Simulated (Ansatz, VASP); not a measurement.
## One calculation of TaN, two programs

Contents of INCAR:

```
SYSTEM = TaN
ALGO = Normal
EDIFF = 1E-7
ENCUT = 520
GGA = PE
ISIF = 2
ISMEAR = 0
LASPH = .True.
LCHARG = .False.
LREAL = .False.
LWAVE = .False.
NBANDS = 15
NELM = 100
PREC = Accurate
SIGMA = 0.1
```

File KPOINTS:

```
k-points
0
Gamma
  16 16 16
  0 0 0
```

The input POSCAR:

```
TaN
1.0
    0.0000000000      2.2519523367      2.2519523367
    2.2519523367      0.0000000000      2.2519523367
    2.2519523367      2.2519523367      0.0000000000
Ta N
1 1
Direct
    0.5000000000      0.5000000000      0.5000000000
    0.0000000000      0.0000000000      0.0000000000
```

Input for Ansatz:

```yaml
crystal:
  lattice:
    - [0.0, 2.2519523367, 2.2519523367]
    - [2.2519523367, 0.0, 2.2519523367]
    - [2.2519523367, 2.2519523367, 0.0]
  atoms:
    - { symbol: Ta, position: [0.5, 0.5, 0.5] }
    - { symbol: "N", position: [0.0, 0.0, 0.0] }
basis:
  ecutwfc: 420
kpoints:
  mp_grid: { grid: [16, 16, 16] }
hamiltonian:
  xc: pbe
scf:
  occupations: { method: gaussian, width: 0.1 }
output:
  forces: true
  stress: true
  eigenvalues: true
```

Alike in both runs: task single point; functional PBE; k mesh 16 × 16 × 16; occupations gaussian, width 0.1 eV; no spin polarisation.

|  | VASP | Ansatz |
| --- | --- | --- |
| version | VASP 6.6.1 | Ansatz 0.2.0 |
| potentials or method | VASP PAW PBE potentials, release 64 (Ta_pv, N) | scalar-relativistic, plane waves, PAW |
| plane-wave cutoff (eV) | 520 | 420 |
| valence electrons in the cell | 16 | 18 |

Ansatz gave:

| Quantity | Value |
| --- | --- |
| gap on the k mesh at the Fermi level (eV) | none |
| pressure (GPa) | -16.9 |

Question: Which values does VASP return?

Answer: gap on the k mesh at the Fermi level (eV): none; pressure (GPa): -16.3.

A gap of «none» marks a metal or a gap that the smearing closes. The functional is the same, so the differences come from potentials, cutoffs and numerics. The two sets of potentials don't hold the same shells in valence.

Caveats: so large a pressure means that the cell lies far from this level's equilibrium, or that cutoff or potentials fall short (VASP). The runs have no spin-orbit coupling, so splittings on Ta are missing.
